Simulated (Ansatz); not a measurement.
Runs of Ansatz 0.2.0 on Sb. Symmetry: Im-3m, No. 229, cubic system. The conventional cell has a = 3.743 Å, b = 3.743 Å, c = 3.743 Å, α = 90.00°, β = 90.00°, γ = 90.00°. Around Sb (site symmetry m-3m) lie 8 Sb at 3.24 Å. This isn't the form of Sb at room conditions, which is rhombohedral.

```csv
level,potentials or basis,spin,k mesh,smearing,gap on the mesh (eV),pressure (GPa)
PBE,"all-electron LAPW, scalar-relativistic",off,10 × 10 × 10,gaussian 0.1 eV,none,3.2
LDA,"all-electron LAPW, scalar-relativistic",off,10 × 10 × 10,gaussian 0.1 eV,none,-1.2
BLYP+D4,"all-electron LAPW, relativistic spinors","SOC, no magnetisation",7 × 7 × 7,fermi-dirac 0.1 eV,none,3.2
PBEsol,"all-electron LAPW, scalar-relativistic",off,10 × 10 × 10,gaussian 0.02 eV,none,(a)
```

Alike in all rows: task single point; cell as given; cutoff (eV) 172; basis error allowed 0.001 eV/atom.

**Question.** Estimate the missing entries.

**Answer.** (a) 0.0.

Caveats: the k mesh is thin for a metal, which can move the energy by tens of meV per atom (some runs); pairwise dispersion overbinds metals, which lowers pressure and volume (some runs).

A k mesh can miss the band edges, and rows without SOC leave out spin-orbit coupling on Sb.

A gap of «none» marks a metal or a gap under the smearing width.
